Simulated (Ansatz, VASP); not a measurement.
**MgO (Periclase) in VASP and in Ansatz**

```
CELL_PARAMETERS angstrom
0.00000 1.88417 1.88417
1.88417 0.00000 1.88417
1.88417 1.88417 0.00000
ATOMIC_POSITIONS crystal
Mg 0.00000 0.00000 0.00000
O 0.50000 0.50000 0.50000
```

Alike in both runs: task single point; functional r2SCAN; k mesh 10 × 10 × 10; occupations gaussian, width 0.05 eV; no spin polarisation.

```csv
,VASP,Ansatz
version,VASP 6.6.1,Ansatz 0.2.0
potentials or method,"VASP PAW PBE potentials, release 64 (Mg, O)","scalar-relativistic, plane waves, PAW"
plane-wave cutoff (eV),520,500
valence electrons in the cell,8,16
```

Ansatz gave:

```
gap on the k mesh at the Fermi level (eV) : 9.78
least direct gap on the mesh (eV)         : 9.78
```

Problem. What did VASP give for the same quantities?

Solution. gap on the k mesh at the Fermi level (eV): 9.76; least direct gap on the mesh (eV): 9.76.

The two sets of potentials don't hold the same shells in valence.

 A k mesh can miss the band edges. r2SCAN opens gaps a little over a GGA but as a rule still falls short of measured ones.
